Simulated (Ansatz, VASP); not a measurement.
Cs in VASP and in Ansatz

INCAR

```
SYSTEM = Cs
ALGO     = Normal         ! electronic algorithm
EDIFF    = 1E-6           ! SCF threshold, eV
ENCUT    = 520            ! plane-wave cutoff, eV
GGA      = CA             ! functional
ISIF     = 2              ! what is computed and relaxed
ISMEAR   = -1             ! smearing method
LASPH    = .True.         ! aspherical terms in the spheres
LCHARG   = .False.        ! write CHGCAR
LREAL    = .False.        ! projectors in reciprocal space
LWAVE    = .False.        ! write WAVECAR
NBANDS   = 10             ! bands
NELM     = 100            ! most SCF steps
PREC     = Accurate       ! precision mode
SIGMA    = 0.1            ! smearing width, eV
```

KPOINTS

```
k-points
0
Gamma
  10 10 10
  0 0 0
```

The input POSCAR:

```
Cs
1.0
    0.0000000000      3.1476626652      3.1476626652
    3.1476626652      0.0000000000      3.1476626652
    3.1476626652      3.1476626652      0.0000000000
Cs
1
Direct
    0.0000000000      0.0000000000      0.0000000000
```

Input for Ansatz:

```yaml
crystal:
  lattice:
    - [0.0, 3.1476626652, 3.1476626652]
    - [3.1476626652, 0.0, 3.1476626652]
    - [3.1476626652, 3.1476626652, 0.0]
  atoms:
    - { symbol: Cs, position: [0.0, 0.0, 0.0] }
kpoints:
  mp_grid: { grid: [10, 10, 10] }
scf:
  occupations: { method: fermi_dirac, width: 0.1 }
hamiltonian:
  xc: lda
  pseudopotentials: { kind: paw }
output:
  forces: true
  stress: true
  eigenvalues: true
  populations: true
```

Change from the starting cell: volume scaled by 0.65, PAW files.

Alike in both runs: task single point; functional LDA; k mesh 10 × 10 × 10; occupations fermi-dirac, width 0.1 eV; no spin polarisation.

|  | VASP | Ansatz |
| --- | --- | --- |
| version | VASP 6.6.1 | Ansatz 0.2.0 |
| potentials or method | VASP PAW LDA potentials, release 64 (Cs_sv) | PAW with Ansatz's default frozen-core files, scalar-relativistic |
| plane-wave cutoff (eV) | 520 | 420 |
| valence electrons in the cell | 9 | 9 |

```csv
,VASP,Ansatz,Ansatz less VASP
pressure (GPa),1.8,1.8,+0.01
```

Spin-orbit coupling is left out, which matters for the levels of Cs.
